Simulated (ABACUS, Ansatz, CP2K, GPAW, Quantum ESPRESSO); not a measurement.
## Cost and result for the equilibrium volume of KCl

```xyz
2
Lattice="0.0000 3.1465 3.1465 3.1465 0.0000 3.1465 3.1465 3.1465 0.0000" Properties=species:S:1:pos:R:3 pbc="T T T"
K     0.0000    0.0000    0.0000
Cl    3.1465    3.1465    3.1465
```

| rung | level | program and potentials | cutoff (eV) | k mesh | smearing | task | core time | chip | equilibrium volume (Å³/atom) | notes |
| --- | --- | --- | --- | --- | --- | --- | --- | --- | --- | --- |
| GGA | PBE | Ansatz, Ansatz PAW (earlier soft set) | 420 | 7 × 7 × 7 | fermi-dirac 0.05 | equation of state | 5.7 s | Intel Xeon | 32.49 | - |
| GGA | PBE | Ansatz, all-electron LAPW, scalar-relativistic | - | 7 × 7 × 7 | fermi-dirac 0.05 | equation of state | 24 s | Arm Neoverse V1 | 32.49 | - |
| GGA | PBEsol | Ansatz, all-electron LAPW, scalar-relativistic | - | 7 × 7 × 7 | fermi-dirac 0.05 | equation of state | 25 s | Intel Xeon Platinum 8259CL Skylake/Cascade Lake | 30.42 | - |
| GGA | WC | ABACUS, SG15 ONCV 1.2 PBE, plane waves | 1007 | 6 × 6 × 6 | fermi-dirac 0.05 | relaxation of cell and atoms | 41 s | AMD EPYC 9R45 Zen 5 | 30.80 | potentials made for PBE |
| GGA | PBE | ABACUS, SG15 ONCV 1.2 PBE, plane waves | 1007 | 6 × 6 × 6 | fermi-dirac 0.05 | relaxation of cell and atoms | 56 s | Intel Xeon Platinum 8259CL Skylake/Cascade Lake | 32.50 | - |
| GGA | BLYP | ABACUS, PseudoDojo NC SR 0.5 PBE stringent, plane waves | 1007 | 6 × 6 × 6 | fermi-dirac 0.05 | relaxation of cell and atoms | 59 s | Intel Xeon 6975P-C Granite Rapids | 33.92 | potentials made for PBE |
| GGA | PW91 | ABACUS, SPMS ONCV 1.0 PBE, plane waves | 1007 | 6 × 6 × 6 | fermi-dirac 0.05 | equation of state | 64 s | Intel Xeon Platinum 8559C Emerald Rapids | 32.39 | potentials made for PBE; fit through 4 volumes |
| GGA | AM05 | ABACUS, SG15 ONCV 1.2 PBE, plane waves | 1007 | 6 × 6 × 6 | fermi-dirac 0.05 | relaxation of cell and atoms | 78 s | Intel Xeon Platinum 8259CL Skylake/Cascade Lake | 32.06 | potentials made for PBE |
| GGA + dispersion | PBE+D4 | GPAW, GPAW PAW data sets (gpaw-data 1.2.1) | 600 | 7 × 7 × 7 | fermi-dirac 0.05 | equation of state | 90 s | Arm Neoverse V1 | 31.39 | - |
| GGA + dispersion | PBE+D3(BJ) | Quantum ESPRESSO, PseudoDojo 0.4.1 SR PBE standard | 1007 | 7 × 7 × 7 | fermi-dirac 0.05 | equation of state | 2.2 min | Arm Neoverse V2 | 30.88 | - |
| GGA | PBEsol | ABACUS, GBRV ultrasoft 1.5 PBEsol, plane waves | 544 | 6 × 6 × 6 | fermi-dirac 0.05 | relaxation of cell and atoms | 2.6 min | AMD EPYC 9R45 Zen 5 | 29.65 | far from this level's other runs, on another mesh |
| GGA | PBEint | Quantum ESPRESSO, PseudoDojo 0.4.1 SR PBE standard | 1007 | 7 × 7 × 7 | fermi-dirac 0.05 | equation of state | 2.7 min | Arm Neoverse V1 | 31.98 | potentials made for PBE |
| GGA | PBE | CP2K, POTENTIAL_UZH K GTH-PBE-q9, Cl GTH-PBE-q7; TZVP-MOLOPT-PBE-GTH basis | - | 7 × 7 × 7 | fermi-dirac 0.05 | equation of state | 3.5 min | Arm Neoverse V1 | 32.55 | atomic basis |
| GGA | SOGGA | ABACUS, PseudoDojo NC SR 0.4.1 PBEsol standard, plane waves | 1007 | 6 × 6 × 6 | fermi-dirac 0.05 | equation of state | 4.8 min | AMD EPYC 7571 | 30.35 | potentials made for PBEsol; fit through 4 volumes |
| non-local van der Waals functional | rev-vdW-DF2 | Quantum ESPRESSO, PseudoDojo 0.4.1 SR PBE standard | 1007 | 7 × 7 × 7 | fermi-dirac 0.05 | equation of state | 19 min | Arm Neoverse N1 | 30.82 | potentials made for PBE |

Times are single runs on shared hosts and different chips, so they are rough; meshes, cutoffs and the tasks' sizes weigh on the time. All rows: no spin polarisation. Smearing widths are in eV. Meshes differ between rows, which moves values too. Meshes are those of the run's cell of 2 atoms unless a note names another. Relaxations start from the cell shown or near it and stop with a little pressure left. Misses use the values as printed. Runs on faulty files, with rough fits or with known faults for this quantity aren't shown. No row holds spin-orbit coupling.

Measured: 31.15 Å³/atom at 298.15 K (a printed reference work).

Q: Which of the timed runs without a coarse mesh or an atomic basis is the cheapest that comes within 1.5 % of the measured equilibrium volume?

A: WC (ABACUS, SG15 ONCV 1.2 PBE, plane waves): 30.80 Å³/atom in 41 s. One crystal doesn't make the level reliable, since errors can cancel. The runs are for a static lattice, while measurements hold temperature and zero-point motion.
